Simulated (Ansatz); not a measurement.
AgCl, DFT, PBEsol, all-electron PAW with datasets made for the crystal, scalar-relativistic (Ansatz 0.2.0), run on 1 thread of Arm Neoverse V2 on a shared host.

Structure from Materials Project entry mp-726265 (possibly hypothetical), not relaxed further. The listed cell was then made from it by scaling, straining or moving an atom.

Command: `ansatz run input.yaml --threads 1 --pin off --max-ram 3072MiB --backend cpu --events-out ev --progress --plain --runs-dir out`

```yaml
crystal:
  lattice:
    - [3.433973, 0.0, 0.0]
    - [0.0, 3.433973, 0.0]
    - [0.0, 0.0, 3.46831273]
  atoms:
    - { symbol: Ag, position: [0.0, 0.0, 0.0] }
    - { symbol: Cl, position: [0.5, 0.5, 0.5] }
kpoints:
  mp_grid: { grid: [9, 9, 9] }
scf:
  occupations: { method: fermi_dirac, width: 0.01 }
hamiltonian:
  xc: pbesol
  pseudopotentials: { kind: all_electron, datasets: crystal }
output:
  forces: true
  stress: true
  eigenvalues: true
  efg: { contact_densities: true }
```

(1) How large is the problem that the program sets up?

(2) About how long does it take, and how much memory does it use?

(3) And the same cell and mesh by PAW (frozen-core files), asked for forces, stress, eigenvalues, efg, on the same hardware?

Answers

(1) 75 irreducible k-points, 389 plane waves at Γ, 13 bands.

(2) 6.6 s of wall time for 8 SCF iterations, with a peak of 0.46 GiB. Times on shared machines scatter by tens of per cent.

(3) 3.6 s, peak memory 0.36 GiB.
